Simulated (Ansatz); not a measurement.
# As under changes of volume

One of the cells (19.764 Å³/atom); the others are scaled copies at fixed shape and fractional positions:

```
As
1.0
     2.70368    0.00000    0.00000
     0.00000    2.70368    0.00000
     0.00000    0.00000    2.70368
As
1
Cartesian
  1.3518 1.3518 1.3518
```

This isn't the form of As at room conditions, which is rhombohedral.

```yaml
Program: Ansatz 0.2.0
Functional: PBEsol
Potentials_or_basis: Ansatz PAW
Cutoff: "420 eV (not typed: the program's choice for these potentials)"
k_mesh: 10 × 10 × 10
Occupations: fermi-dirac, width 0.05 eV
Spin: no spin polarisation
```

| volume (Å³/atom) | energy over the lowest point (meV/atom) | pressure (GPa) |
| --- | --- | --- |
| 18.578 | 10.98 | 4.4 |
| 18.973 | 2.92 | 2.2 |
| 19.368 | 0.00 | 0.2 |
| 19.764 | 1.67 | -1.6 |
| 20.159 | 7.48 | -3.2 |
| 20.554 | ? | ? |
| 20.949 | 30.01 | -5.9 |

**Question.** What does the run at 20.554 Å³/atom give?

**Answer.** Energy over the lowest point 17.05 meV/atom; pressure -4.6 GPa.

Worked out: A Birch-Murnaghan fit of order 3 (a polynomial in V^(-2/3)) to the other rows has its minimum at 19.42 Å³/atom with B0 = V·E''(V) = 91 GPa and B' = 4.1. It gives 17.06 meV/atom at 20.554 Å³/atom, against the run's 17.05, and -dE/dV = -4.6 GPa, against -4.6.

Energies are extrapolated to zero smearing.

Caveats: the PAW data sets come from PBE, with cores solved anew for the run's functional, which leaves a small shift of forces and pressure.
